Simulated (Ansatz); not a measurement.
**Hf_Al in AlN (P6_3mc): charge-transition levels and formation energies**

Charge states of Hf_Al in AlN (P6_3mc), set against the band edges. Model: a cell of 72 host atoms with 1 Al taken out and 1 Hf put in.

Method: place-levels on r2SCAN runs: charge-transition levels and formation energies with image-charge correction and potential alignment at the atomic sites; PAW set soft_1, in Ansatz 0.2.0.

## 1. Starting point

The cell holds 72 atoms: 35 Al, 36 N and 1 Hf. Its edges and angles: a = 9.320 Å, b = 9.320 Å, c = 9.956 Å, α = 90.0°, β = 90.0°, γ = 120.0°. It derives from AlN (space group P6_3mc). Nearest the centre at fractional (0.444, 0.556, 0.500): Hf34 at 0.00 Å, N11 at 1.89 Å, N43 at 1.89 Å, N35 at 1.89 Å, N40 at 1.90 Å, Al9 at 3.07 Å, Al13 at 3.07 Å, Al41 at 3.07 Å.

Structure file:

```xyz
72
Lattice="9.3196 0.0000 0.0000 -4.6598 8.0710 0.0000 0.0000 0.0000 9.9565" Properties=species:S:1:pos:R:3 pbc="T T T"
Al    1.5533    0.8968    2.4852
Al    0.0000    1.7936    4.9743
N     1.5533    0.8968    4.3848
N     0.0000    1.7936    1.8957
Al    1.5533    0.8968    7.4634
Al    0.0000    1.7936    9.9525
N     1.5533    0.8968    9.3631
N     0.0000    1.7936    6.8739
Al    0.0000    3.5871    2.4852
Al   -1.5533    4.4839    4.9743
N     0.0000    3.5871    4.3848
N    -1.5533    4.4839    1.8957
Al    0.0000    3.5871    7.4634
Al   -1.5533    4.4839    9.9525
N     0.0000    3.5871    9.3631
N    -1.5533    4.4839    6.8739
Al   -1.5533    6.2774    2.4852
Al   -3.1065    7.1742    4.9743
N    -1.5533    6.2774    4.3848
N    -3.1065    7.1742    1.8957
Al   -1.5533    6.2774    7.4634
Al   -3.1065    7.1742    9.9525
N    -1.5533    6.2774    9.3631
N    -3.1065    7.1742    6.8739
Al    4.6598    0.8968    2.4852
Al    3.1065    1.7936    4.9743
N     4.6598    0.8968    4.3848
N     3.1065    1.7936    1.8957
Al    4.6598    0.8968    7.4634
Al    3.1065    1.7936    9.9525
N     4.6598    0.8968    9.3631
N     3.1065    1.7936    6.8739
Al    3.1065    3.5871    2.4852
Hf    1.5533    4.4839    4.9743
N     3.1065    3.5871    4.3848
N     1.5533    4.4839    1.8957
Al    3.1065    3.5871    7.4634
Al    1.5533    4.4839    9.9525
N     3.1065    3.5871    9.3631
N     1.5533    4.4839    6.8739
Al    1.5533    6.2774    2.4852
Al    0.0000    7.1742    4.9743
N     1.5533    6.2774    4.3848
N     0.0000    7.1742    1.8957
Al    1.5533    6.2774    7.4634
Al    0.0000    7.1742    9.9525
N     1.5533    6.2774    9.3631
N     0.0000    7.1742    6.8739
Al    7.7663    0.8968    2.4852
Al    6.2130    1.7936    4.9743
N     7.7663    0.8968    4.3848
N     6.2130    1.7936    1.8957
Al    7.7663    0.8968    7.4634
Al    6.2130    1.7936    9.9525
N     7.7663    0.8968    9.3631
N     6.2130    1.7936    6.8739
Al    6.2130    3.5871    2.4852
Al    4.6598    4.4839    4.9743
N     6.2130    3.5871    4.3848
N     4.6598    4.4839    1.8957
Al    6.2130    3.5871    7.4634
Al    4.6598    4.4839    9.9525
N     6.2130    3.5871    9.3631
N     4.6598    4.4839    6.8739
Al    4.6598    6.2774    2.4852
Al    3.1065    7.1742    4.9743
N     4.6598    6.2774    4.3848
N     3.1065    7.1742    1.8957
Al    4.6598    6.2774    7.4634
Al    3.1065    7.1742    9.9525
N     4.6598    6.2774    9.3631
N     3.1065    7.1742    6.8739
```

Known beforehand: the electronic dielectric constant, (4.49, 4.49, 4.72), and the static one, (8.15, 8.15, 9.65), computed on the host (DFPT, PBEsol, on the r2SCAN cell), and a cell off the functional's own equilibrium shifts the ionic part.

The cell's shortest repeat is 9.3 Å.

## 2. The runs of each charge state

A transition level is the Fermi level at which two charge states cost the same, so each charge needs its own total energy, at its own relaxed structure.

Random displacements of about 0.05 Å break the site symmetry at the start, so that the relaxation can reach a distorted minimum if there is one. Forces are taken at one point at (¼, ¼, ¼). The cell holds 1 electron more than the neutral one, with a uniform background that keeps it neutral on the whole.

The sampling was tested on the host first: at the k-points planned (1x1x1 shifted 0.25 0.25 0.25) its energy lies -0.014 eV an atom from the dense-mesh value, under the bound of 0.02 eV set for this test; that bounds the host's error, not the defect's.

One of the inputs; charge, spin and start change from state to state.

qm1.relax/input.yaml reads:

```yaml
crystal:
  lattice:
    - [9.31956554, 9.0e-08, 0.0]
    - [-4.65978284, 8.07098046, 0.0]
    - [0.0, 0.0, 9.95647772]
  atoms:
    - { symbol: Al, position: [0.22222222, 0.11111111, 0.24960167] }
    - { symbol: Al, position: [0.11111111, 0.22222222, 0.49960167] }
    - { symbol: "N", position: [0.22222222, 0.11111111, 0.44039833] }
    - { symbol: "N", position: [0.11111111, 0.22222222, 0.19039833] }
    - { symbol: Al, position: [0.22222222, 0.11111111, 0.74960167] }
    - { symbol: Al, position: [0.11111111, 0.22222222, 0.99960167] }
    - { symbol: "N", position: [0.22222222, 0.11111111, 0.94039833] }
    - { symbol: "N", position: [0.11111111, 0.22222222, 0.69039833] }
    - { symbol: Al, position: [0.22222222, 0.44444444, 0.24960167] }
    - { symbol: Al, position: [0.11111111, 0.55555556, 0.49960167] }
    - { symbol: "N", position: [0.22222222, 0.44444444, 0.44039833] }
    - { symbol: "N", position: [0.11111111, 0.55555556, 0.19039833] }
    - { symbol: Al, position: [0.22222222, 0.44444444, 0.74960167] }
    - { symbol: Al, position: [0.11111111, 0.55555556, 0.99960167] }
    - { symbol: "N", position: [0.22222222, 0.44444444, 0.94039833] }
    - { symbol: "N", position: [0.11111111, 0.55555556, 0.69039833] }
    - { symbol: Al, position: [0.22222222, 0.77777778, 0.24960167] }
    - { symbol: Al, position: [0.11111111, 0.88888889, 0.49960167] }
    - { symbol: "N", position: [0.22222222, 0.77777778, 0.44039833] }
    - { symbol: "N", position: [0.11111111, 0.88888889, 0.19039833] }
    - { symbol: Al, position: [0.22222222, 0.77777778, 0.74960167] }
    - { symbol: Al, position: [0.11111111, 0.88888889, 0.99960167] }
    - { symbol: "N", position: [0.22222222, 0.77777778, 0.94039833] }
    - { symbol: "N", position: [0.11111111, 0.88888889, 0.69039833] }
    - { symbol: Al, position: [0.55555556, 0.11111111, 0.24960167] }
    - { symbol: Al, position: [0.44444444, 0.22222222, 0.49960167] }
    - { symbol: "N", position: [0.55555556, 0.11111111, 0.44039833] }
    - { symbol: "N", position: [0.44444444, 0.22222222, 0.19039833] }
    - { symbol: Al, position: [0.55555556, 0.11111111, 0.74960167] }
    - { symbol: Al, position: [0.44444444, 0.22222222, 0.99960167] }
    - { symbol: "N", position: [0.55555556, 0.11111111, 0.94039833] }
    - { symbol: "N", position: [0.44444444, 0.22222222, 0.69039833] }
    - { symbol: Al, position: [0.55555556, 0.44444444, 0.24960167] }
    - { symbol: Hf, position: [0.44444444, 0.55555556, 0.49960167] }
    - { symbol: "N", position: [0.55555556, 0.44444444, 0.44039833] }
    - { symbol: "N", position: [0.44444444, 0.55555556, 0.19039833] }
    - { symbol: Al, position: [0.55555556, 0.44444444, 0.74960167] }
    - { symbol: Al, position: [0.44444444, 0.55555556, 0.99960167] }
    - { symbol: "N", position: [0.55555556, 0.44444444, 0.94039833] }
    - { symbol: "N", position: [0.44444444, 0.55555556, 0.69039833] }
    - { symbol: Al, position: [0.55555556, 0.77777778, 0.24960167] }
    - { symbol: Al, position: [0.44444444, 0.88888889, 0.49960167] }
    - { symbol: "N", position: [0.55555556, 0.77777778, 0.44039833] }
    - { symbol: "N", position: [0.44444444, 0.88888889, 0.19039833] }
    - { symbol: Al, position: [0.55555556, 0.77777778, 0.74960167] }
    - { symbol: Al, position: [0.44444444, 0.88888889, 0.99960167] }
    - { symbol: "N", position: [0.55555556, 0.77777778, 0.94039833] }
    - { symbol: "N", position: [0.44444444, 0.88888889, 0.69039833] }
    - { symbol: Al, position: [0.88888889, 0.11111111, 0.24960167] }
    - { symbol: Al, position: [0.77777778, 0.22222222, 0.49960167] }
    - { symbol: "N", position: [0.88888889, 0.11111111, 0.44039833] }
    - { symbol: "N", position: [0.77777778, 0.22222222, 0.19039833] }
    - { symbol: Al, position: [0.88888889, 0.11111111, 0.74960167] }
    - { symbol: Al, position: [0.77777778, 0.22222222, 0.99960167] }
    - { symbol: "N", position: [0.88888889, 0.11111111, 0.94039833] }
    - { symbol: "N", position: [0.77777778, 0.22222222, 0.69039833] }
    - { symbol: Al, position: [0.88888889, 0.44444444, 0.24960167] }
    - { symbol: Al, position: [0.77777778, 0.55555556, 0.49960167] }
    - { symbol: "N", position: [0.88888889, 0.44444444, 0.44039833] }
    - { symbol: "N", position: [0.77777778, 0.55555556, 0.19039833] }
    - { symbol: Al, position: [0.88888889, 0.44444444, 0.74960167] }
    - { symbol: Al, position: [0.77777778, 0.55555556, 0.99960167] }
    - { symbol: "N", position: [0.88888889, 0.44444444, 0.94039833] }
    - { symbol: "N", position: [0.77777778, 0.55555556, 0.69039833] }
    - { symbol: Al, position: [0.88888889, 0.77777778, 0.24960167] }
    - { symbol: Al, position: [0.77777778, 0.88888889, 0.49960167] }
    - { symbol: "N", position: [0.88888889, 0.77777778, 0.44039833] }
    - { symbol: "N", position: [0.77777778, 0.88888889, 0.19039833] }
    - { symbol: Al, position: [0.88888889, 0.77777778, 0.74960167] }
    - { symbol: Al, position: [0.77777778, 0.88888889, 0.99960167] }
    - { symbol: "N", position: [0.88888889, 0.77777778, 0.94039833] }
    - { symbol: "N", position: [0.77777778, 0.88888889, 0.69039833] }
  host:
    repeats: [3, 3, 2]
    atoms:
      - { symbol: Al, position: [0.66666667, 0.33333333, 0.49920333] }
      - { symbol: Al, position: [0.33333333, 0.66666667, 0.99920333] }
      - { symbol: "N", position: [0.66666667, 0.33333333, 0.88079667] }
      - { symbol: "N", position: [0.33333333, 0.66666667, 0.38079667] }
total_charge: -1
basis:
  ecutwfc: 500
  xc_grid: 2
hamiltonian:
  xc: r2scan
  pseudopotentials: { kind: paw, azcp: { folder: soft_1 } }
kpoints:
  mp_grid: { grid: [1, 1, 1], shift: [0.25, 0.25, 0.25] }
scf:
  occupations: { method: fixed }
  max_iter: 80
output:
  forces: true
  charged_corrections:
    epsilon: [4.49, 4.49, 4.72]
    static_epsilon: [8.15, 8.15, 9.65]
    defect_position: [0.444444, 0.555556, 0.499602]
relax:
  f_tol: 0.02
  max_steps: 80
  random_displacement: { amplitude: 0.05, seed: 5717 }
checkpoint:
  write: "../qm1.relax.run"
  compress: false
  write_wavefunctions: true
  write_every: 100000
```

On the command line:

```bash
ansatz run input.yaml --threads 4 --pin off --max-ram 7536MiB --backend cpu --events-out ev --progress --plain --runs-dir out
```

Defect states can disperse in a cell of this size, so the energy is taken again at a 2×2×2 shifted mesh, on the relaxed structure.

The run of this state that the levels use, under r2SCAN:

qm1.point/input.yaml reads:

```yaml
crystal:
  checkpoint: "../qm1.relax.run"
  host: checkpoint
total_charge: -1
basis:
  ecutwfc: 500
  xc_grid: 2
hamiltonian:
  xc: r2scan
  pseudopotentials: { kind: paw, azcp: { folder: soft_1 } }
kpoints:
  mp_grid: { grid: [2, 2, 2], shift: [0.5, 0.5, 0.5] }
scf:
  occupations: { method: fermi_dirac, width: 0.01 }
  max_iter: 80
output:
  forces: true
  eigenvalues: true
  charged_corrections:
    epsilon: [4.49, 4.49, 4.72]
    static_epsilon: [8.15, 8.15, 9.65]
    defect_position: [0.444444, 0.555556, 0.499602]
  eigenstates: { localisation: true }
  populations: true
  band_densities: [{ bands: [v1, v1] }, { bands: [c1, c1] }]
  write_density: true
  write_potential: true
  volumetric_format: npy
  elf: true
checkpoint:
  read: "../qm1.relax.run"
  write: "../qm1.point.run"
  compress: false
  write_wavefunctions: false
  write_every: 100000
```

Relaxations under r2SCAN at one point at (¼, ¼, ¼); times on 4 threads of Arm Neoverse V1, shared host:

| charge | moment (μB) | occupations | outcome | steps | largest displacement against the far atoms (Å) | time |
| --- | --- | --- | --- | --- | --- | --- |
| −1 | 0 | fixed | converged | 12 | 0.26 | 3.1 min |
| 0 | 1 | fixed | converged | 7 | 0.21 | 4.4 min |
| +1 | 0 | fixed | converged | 5 | 0.14 | 92 s |

Single points under r2SCAN at a 2×2×2 shifted mesh; times on 4 threads of Arm Neoverse V1, shared host:

| charge | moment (μB) | occupations | outcome | time |
| --- | --- | --- | --- | --- |
| −1 | 0 | fermi-dirac | converged | 99 s |
| 0 | 1 | fermi-dirac | converged | 3.5 min |
| +1 | 0 | fermi-dirac | converged | 92 s |

Distances (Å) from Hf34 to the nearest atoms after relaxation with r2SCAN:

| charge | moment (μB) | 1. | 2. | 3. | 4. | 5. | 6. |
| --- | --- | --- | --- | --- | --- | --- | --- |
| −1 | 0 | N 2.02 | N 2.02 | N 2.13 | N 2.20 | Al 2.80 | Al 2.81 |
| 0 | 1 | N 2.02 | N 2.02 | N 2.09 | N 2.11 | Al 2.96 | Al 2.97 |
| +1 | 0 | N 2.01 | N 2.02 | N 2.02 | N 2.04 | N 2.97 | Al 3.10 |

(Continued in part 2 of 2.)

[Logs are printed without paths, hosts, clocks, repeated set-up lines and the standing remarks that a program may print on its own settings, such as how far it seeks lower states.]

[Hosts, paths, dates, database ids (printed as entryN), source tags and the programs' standing remarks are cut or masked in the printed files.]

[Where a table of states has a column of steps, it counts the stored structures, which are thinned; the runs took as many ionic steps or more.]

[A defect's name tells the site on which it was built; relaxed atoms can leave that site.]

[For some hosts the program warned that the k-mesh of the response run may be too coarse for force constants and the static dielectric constant; such warnings are not shown here.]
